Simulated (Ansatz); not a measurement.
CuCl2: single point with r2SCAN0 form with a typed share of exact exchange

The system is CuCl2.

```
Cu Cl
1.0
    -2.25486    2.25486    6.85990
     2.25486   -2.25486    6.85990
     2.25486    2.25486   -6.85990
Cu Cl
1 2
Direct
  0.00000 0.00000 0.00000
  0.00000 0.50000 0.50000
  0.50000 0.00000 0.50000
```

Measurements of this composition are mostly on another form, of space group No. 12.

```
Program                 : Ansatz 0.2.0
Task                    : single point
Functional              : r2SCAN0 form with a typed share of exact exchange
Potentials or basis     : Ansatz PAW
Cutoff                  : 500 eV (not typed: the program's choice for these potentials)
k mesh                  : 5 × 5 × 5
Occupations             : fermi-dirac, width 0.05 eV
Spin                    : no spin polarisation
Share of exact exchange : 0.35
```

The pressure is -0.6 GPa. The band gap on the k mesh is none (metal or under the smearing width).

Stress tensor (GPa, compression positive):
```
-0.93  0.00  0.00
 0.00 -0.93  0.00
 0.00  0.00 -0.01
```

Levels at points of the mesh, in eV from the Fermi level:
```csv
k point,band 15,band 16,band 17,band 18,band 19,band 20
"(0.00, 0.00, 0.00)",-2.10,-1.53,-1.53,5.65,7.71,10.26
```

It took 87 s on 2 threads of Intel(R) Xeon(R) 6975P-C (Granite Rapids), on a shared host, peak memory 4.6 GiB.

Caveat: the k mesh is coarse (spacing up to 0.39 Å⁻¹), so the values aren't converged, least of all with exact exchange; an odd number of electrons without spin polarisation forces a metal; a magnetic or distorted state may lie lower; the run has no spin polarisation, though such a crystal can be magnetic; the PAW data sets come from PBE, with cores solved anew for the run's functional, which leaves a small shift of forces and pressure; the thresholds are loose for stress.
